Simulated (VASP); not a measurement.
# TiSe2 (P-3m1) in VASP: core levels with PBEsol

Aim: the core levels of TiSe2 with PBEsol.

The COD entry that gives the cell may itself be a prediction, so a difference from it is no test against experiment.

Program: VASP 6.6.1. These are calculated values, not measurements. Logs are shortened: lines on timing, memory, paths and dates and some standing lists are left out, and cuts for length are marked.

### 1 The structure

The structure is trigonal, space group P-3m1 (No. 164). The conventional cell has a = 3.536 Å, b = 3.536 Å, c = 6.004 Å, α = 90.00°, β = 90.00°, γ = 120.00°. Around Ti (site symmetry -3m) lie 6 Se at 2.55 Å. Around Se (site symmetry 3m) lie 3 Ti at 2.55 Å.

### 2 Core levels, PBEsol

Contents of INCAR:

```
  PREC = Accurate
  ENCUT = 520
  EDIFF = 1E-7
  ISMEAR = -1
  SIGMA = 0.05
  LREAL = False
  LASPH = True
  NELM = 60
  ALGO = Normal
  ISIF = 2
  LWAVE = False
  LCHARG = False
  GGA = PS
  ICORELEVEL = 1
```

Contents of KPOINTS:

```
Automatic mesh
0
Gamma
  11 11 6
```

Contents of POSCAR:

```
TiSe2
1.0
    3.5360000000      0.0000000000      0.0000000000
   -1.7680000000      3.0622658278      0.0000000000
    0.0000000000      0.0000000000      6.0040000000
Ti Se
1 2
Direct
    0.0000000000      0.0000000000      0.0000000000
    0.3333333333      0.6666666667      0.2552000000
    0.6666666667      0.3333333333      0.7448000000
```

Potentials or basis: VASP PAW PBE potentials, release 64 (Ti_sv, Se).

Command:

```bash
$ cat potpaw_PBE.64/Ti_sv/POTCAR potpaw_PBE.64/Se/POTCAR > POTCAR
$ mpirun -np 1 vasp_std > vasp.out
```

OUTCAR:

```text
PREC = Accurate
   ENCUT = 520
   EDIFF = 1E-7
   ISMEAR = -1
   LREAL = False
   LASPH = True
   NELM = 60
   ISIF = 2
   GGA = PS

 ion  position               nearest neighbor table
   1  0.000  0.000  0.000-   2 2.55   3 2.55   3 2.55   2 2.55   3 2.55   2 2.55
   2  0.333  0.667  0.255-   1 2.55   1 2.55   1 2.55
   3  0.667  0.333  0.745-   1 2.55   1 2.55   1 2.55

  LATTYP: Found a hexagonal cell.
 ALAT       =     3.5360000000
 C/A-ratio  =     1.6979638009

  Lattice vectors:

 A1 = (   3.5360000000,   0.0000000000,   0.0000000000)
 A2 = (  -1.7680000000,   3.0622658278,   0.0000000000)
 A3 = (   0.0000000000,   0.0000000000,   6.0040000000)

Analysis of symmetry for initial positions (statically):
=====================================================================
 Subroutine PRICEL returns:
 Original cell was already a primitive cell.

 Routine SETGRP: Setting up the symmetry group for a
 hexagonal supercell.

 Subroutine GETGRP returns: Found 12 space group operations
 (whereof 12 operations were pure point group operations)
 out of a pool of 24 trial point group operations.

The static configuration has the point symmetry D_3d.

Analysis of symmetry for dynamics (positions and initial velocities):
=====================================================================
 Subroutine PRICEL returns:
 Original cell was already a primitive cell.

 Routine SETGRP: Setting up the symmetry group for a
 hexagonal supercell.

 Subroutine GETGRP returns: Found 12 space group operations
 (whereof 12 operations were pure point group operations)
 out of a pool of 24 trial point group operations.

The dynamic configuration has the point symmetry D_3d.

 Subroutine INISYM returns: Found 12 space group operations
 (whereof 12 operations are pure point group operations),
 and found     1 'primitive' translations

----------------------------------------------------------------------------------------

                                     Primitive cell

  volume of cell :      65.0123

  direct lattice vectors                    reciprocal lattice vectors
     3.536000000  0.000000000  0.000000000     0.282805430  0.163277791  0.000000000
    -1.768000000  3.062265828  0.000000000     0.000000000  0.326555582  0.000000000
     0.000000000  0.000000000  6.004000000     0.000000000  0.000000000  0.166555630

  length of vectors
     3.536000000  3.536000000  6.004000000     0.326555582  0.326555582  0.166555630
[... 89 lines left out ...]
   ISIF   =      2    stress and relaxation
   ISYM   =      2    0-nonsym 1-usesym 2-fastsym
   POTIM  = 0.5000    time-step for ionic-motion
   TEBEG  =    0.0;   TEEND  =   0.0 temperature during run
   PSTRESS=    0.0 pullay stress
   NELECT =      24.0000    total number of electrons
   NUPDOWN=      -1.0000    fix difference up-down
   EMIN   =  10.00;   EMAX   =-10.00  energy-range for DOS
   EFERMI =   0.00;   METHOD = LEGACY
   ISMEAR =    -1;   SIGMA  =   0.05  broadening in eV -4-tet -1-fermi 0-gaus
   EFERMI_NEDOS =   21; number of points for ismear=-14 and -15
   IALGO  =     38    algorithm
   IMIX   =      4    mixing-type and parameters
     AMIX     =   0.40;   BMIX     =  1.00
     AMIX_MAG =   1.60;   BMIX_MAG =  1.00
  volume/ion in A,a.u.               =      21.67       146.24
  Fermi-wavevector in a.u.,A,eV,Ry     =   1.174393  2.219280 18.765127  1.379198
  Thomas-Fermi vector in A             =   2.310790
   LORBIT       =      0    0 simple, 1 ext, 2 COOP (PROOUT), +10 PAW based schemes
   GGA     = PS    functional components
   LHFCALC =     F    Hartree Fock is set to
   AEXX    =    0.0000 exact exchange contribution
   IVDW    =     0    specifies the selected vdW correction
   LEPSILON=     F    determine dielectric tensor
   LRPA    =     F    only Hartree local field effects (RPA)
 non-spin polarized calculation
  energy-cutoff  :      520.00
  volume of cell :       65.01
 maximum number of plane-waves:      1781
 NGX is ok and might be reduce to    28
   NGX = 13   NGY = 13   NGZ = 23

 number of electron      24.0000001 magnetization

 Free energy of the ion-electron system (eV)
  ---------------------------------------------------
  ext. energy  EPLUGINS =         0.00000000
  ---------------------------------------------------
  free energy    TOTEN  =       -19.44932014 eV

  energy without entropy =      -19.44285032  energy(sigma->0) =      -19.44608523

 the core state eigenenergies are
   1-  1s  -4859.2192  2s   -527.7787  2p   -435.0756
   2-  1s -12492.5591  2s  -1596.0872  2p  -1402.4336  3s   -202.8003  3p   -142.2729
       3d    -42.4638
   3-  1s -12492.5591  2s  -1596.0872  2p  -1402.4336  3s   -202.8003  3p   -142.2729
       3d    -42.4638

 E-fermi :   4.6488     XC(G=0): -10.1695

 val. band max:        4.6019599858   @ k =   0.0000   0.3636   0.3333
 cond. band min:       4.6591492687   @ k =   0.0909   0.0909   0.0000
 fundamental gap:      0.0571892829
 Fermi energy:         4.6488392908

 k-point     1 :       0.0000    0.0000    0.0000
  band No.  band energies     occupation
      1     -52.6929      2.00000
      2     -29.0219      2.00000
      3     -29.0108      2.00000
      4     -29.0108      2.00000
      5      -9.2889      2.00000
      6      -7.8483      2.00000
[... 264 lines left out ...]
      5      -7.7053      2.00000
      6      -7.4854      2.00000
[... 8 lines left out ...]
     15       6.3103      0.00000
     16       7.0750      0.00000

 k-point    16 :       0.3636    0.2727    0.0000

------------------------ aborting loop because EDIFF is reached ----------------------------------------

  FORCE on cell =-STRESS in cart. coord.  units (eV):
  Direction    XX          YY          ZZ          XY          YZ          ZX
  --------------------------------------------------------------------------------------
  -------------------------------------------------------------------------------------
  Total       -1.0585105     -1.0585105     -0.4883978     -0.0000000      0.0000000      0.0000000
  in kB      -26.0861467    -26.0861467    -12.0361744     -0.0000000      0.0000000      0.0000000
  external PRESSURE =     -21.4028226 kB  Pullay stress =       0.0000000 kB

 VOLUME and BASIS-vectors are now :
 -----------------------------------------------------------------------------
  energy-cutoff  :      520.00
  volume of cell :       65.01
      direct lattice vectors                 reciprocal lattice vectors
     3.536000000  0.000000000  0.000000000     0.282805430  0.163277791  0.000000000
    -1.768000000  3.062265828  0.000000000     0.000000000  0.326555582  0.000000000
     0.000000000  0.000000000  6.004000000     0.000000000  0.000000000  0.166555630

 POSITION                                       TOTAL-FORCE (eV/Angst)
 -----------------------------------------------------------------------------------
      0.00000      0.00000      0.00000        -0.000000      0.000000      0.000000
     -0.00000      2.04151      1.53222        -0.000000      0.000000     -0.074149
      1.76800      1.02076      4.47178         0.000000     -0.000000      0.074149
 -----------------------------------------------------------------------------------
    total drift:                                0.000000     -0.000000     -0.000000

  FREE ENERGIE OF THE ION-ELECTRON SYSTEM (eV)
  ---------------------------------------------------
  free  energy   TOTEN  =       -19.4493201408 eV

  energy  without entropy=      -19.4428503185  energy(sigma->0) =      -19.44608523
```

OSZICAR:

```text
N       E                     dE             d eps       ncg     rms          rms(c)
DAV:   1     0.196120385092E+03    0.19612E+03   -0.11713E+04  2688   0.146E+03
DAV:   2    -0.234149617524E+01   -0.19846E+03   -0.19673E+03  2904   0.366E+02
DAV:   3    -0.220428148303E+02   -0.19701E+02   -0.19196E+02  4264   0.102E+02
DAV:   4    -0.225816199761E+02   -0.53881E+00   -0.53859E+00  3288   0.175E+01
DAV:   5    -0.226048780979E+02   -0.23258E-01   -0.23257E-01  4296   0.303E+00    0.125E+01
DAV:   6    -0.211014620990E+02    0.15034E+01   -0.46678E+01  3640   0.497E+01    0.112E+01
DAV:   7    -0.197698299290E+02    0.13316E+01   -0.29328E+01  3808   0.355E+01    0.489E+00
DAV:   8    -0.195090881652E+02    0.26074E+00   -0.42789E+00  3384   0.153E+01    0.220E+00
DAV:   9    -0.194483773097E+02    0.60711E-01   -0.54767E-01  3424   0.545E+00    0.392E-01
DAV:  10    -0.194499565633E+02   -0.15793E-02   -0.17514E-02  2944   0.115E+00    0.245E-01
DAV:  11    -0.194502488191E+02   -0.29226E-03   -0.24164E-02  4048   0.985E-01    0.228E-01
DAV:  12    -0.194493219574E+02    0.92686E-03   -0.56200E-03  3824   0.490E-01    0.426E-02
DAV:  13    -0.194493363628E+02   -0.14405E-04   -0.62448E-05  2960   0.725E-02    0.292E-02
DAV:  14    -0.194493199611E+02    0.16402E-04   -0.10241E-04  4192   0.645E-02    0.419E-03
DAV:  15    -0.194493201005E+02   -0.13936E-06   -0.14509E-06  2752   0.101E-02    0.225E-03
DAV:  16    -0.194493201408E+02   -0.40300E-07   -0.63279E-07  3120   0.450E-03
   1 F= -.19449320E+02 E0= -.19446085E+02  d E =-.646982E-02
```

stdout:

```text
POSCAR found type information on POSCAR TiSe
 POSCAR found :  2 types and       3 ions
 scaLAPACK will be used
 -----------------------------------------------------------------------------
|                                                                             |
|                                                                             |
|     You enforced a specific xc type in the INCAR file but a different       |
|     I HOPE YOU KNOW WHAT YOU ARE DOING!                                     |
|                                                                             |
 -----------------------------------------------------------------------------

 LDA part: xc-table for (Slater+PW92), standard interpolation
 POSCAR, INCAR and KPOINTS ok, starting setup
 FFT: planning ... GRIDC
 FFT: planning ... GRID_SOFT
 FFT: planning ... GRID
 WAVECAR not read
 entering main loop
```

Run time: 42 s. Hardware: 1 thread of Intel Xeon 6975P-C (Granite Rapids), shared host; peak memory 0.24 GiB.

What came out:

* Free energy: -19.4493 eV
* Pressure: -2.1 GPa
* Largest force: 0.074 eV/Å
* Band gap on the k mesh: none (metal or under the smearing width)

Forces in eV/Å, atoms in the order of the input:
```
Ti   0.000  0.000  0.000
Se   0.000  0.000 -0.074
Se   0.000  0.000  0.074
```

Levels at points of the mesh, in eV from the Fermi level:
| k point | band 8 | band 9 | band 10 | band 11 | band 12 | band 13 | band 14 | band 15 | band 16 |
| --- | --- | --- | --- | --- | --- | --- | --- | --- | --- |
| (0.00, 0.00, 0.00) | -2.28 | -2.28 | 0.23 | 0.47 | 0.47 | 0.52 | 0.52 | 0.64 | 3.36 |
| (0.00, 0.00, 0.50) | -2.58 | -2.23 | -2.23 | 0.30 | 0.30 | 0.45 | 0.45 | 1.23 | 3.69 |

Core levels (eV, on the scale of the bands):
```csv
atom,levels
1 Ti,"1s -4859.2, 2s -527.8, 2p -435.1"
2 Se,"1s -12492.6, 2s -1596.1, 2p -1402.4, 3s -202.8, 3p -142.3, 3d -42.5"
3 Se,"1s -12492.6, 2s -1596.1, 2p -1402.4, 3s -202.8, 3p -142.3, 3d -42.5"
```

Caveat: the PAW data sets were made with another functional, which shifts forces and pressure a little; this functional lacks dispersion, which binds the layers, so the pressure and a relaxed spacing across them are unreliable.
